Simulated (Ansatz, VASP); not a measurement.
# Au: VASP beside Ansatz

The input INCAR:

```
SYSTEM = Au
PREC     = Accurate       ! precision mode
ENCUT    = 520            ! plane-wave cutoff, eV
EDIFF    = 1E-7           ! SCF threshold, eV
ISMEAR   = -1             ! smearing method
SIGMA    = 0.1            ! smearing width, eV
LREAL    = .False.        ! projectors in reciprocal space
LASPH    = .True.         ! aspherical terms in the spheres
NELM     = 100            ! most SCF steps
ALGO     = Normal         ! electronic algorithm
ISIF     = 2              ! what is computed and relaxed
LWAVE    = .False.        ! write WAVECAR
LCHARG   = .False.        ! write CHGCAR
GGA      = CA             ! functional
NBANDS   = 12             ! bands
```

KPOINTS

```
regular mesh
0
Gamma
  3 3 3
  0 0 0
```

The input POSCAR:

```
Au
1.0
    0.0000000000      2.0229622709      2.0229622709
    2.0229622709      0.0000000000      2.0229622709
    2.0229622709      2.0229622709      0.0000000000
Au
1
Direct
    0.0000000000      0.0000000000      0.0000000000
```

Input for Ansatz:

```yaml
crystal:
  lattice:
    - [0.0, 2.0229622709, 2.0229622709]
    - [2.0229622709, 0.0, 2.0229622709]
    - [2.0229622709, 2.0229622709, 0.0]
  atoms:
    - { symbol: Au, position: [0.0, 0.0, 0.0] }
hamiltonian:
  xc: lda
  pseudopotentials:
    kind: paw
    azcp:
      Au: "pseudopotentials/Au.paw.azcp"
basis:
  ecutwfc: 420
  fft_grid_basis: typed
kpoints:
  mp_grid: { grid: [3, 3, 3], shift: [0, 0, 0] }
magnetization:
  spin_polarized: false
scf:
  occupations: { method: fermi_dirac, width: 0.1 }
  lower_state_search: "off"
output:
  stress: true
```

Alike in both runs: task single point; functional LDA; k mesh 3 × 3 × 3; occupations fermi-dirac, width 0.1 eV; no spin polarisation.

|  | VASP | Ansatz |
| --- | --- | --- |
| version | VASP 6.6.1 | Ansatz 0.2.0 |
| potentials or method | VASP PAW LDA potentials, release 64 (Au) | plane waves (420 eV) with PAW, scalar-relativistic |
| plane-wave cutoff (eV) | 520 | 420 |
| valence electrons in the cell | 11 | 19 |

```tsv
	VASP	Ansatz	Ansatz less VASP
pressure (GPa)	-5.4	-5.8	-0.48
```

The two sets of potentials don't hold the same shells in valence. Ansatz warned: «pseudo_functional_mismatch».

Caveats: the k mesh is coarse (spacing up to 0.90 Å⁻¹), so the values aren't converged. The runs have no spin-orbit coupling, so splittings on Au are missing.
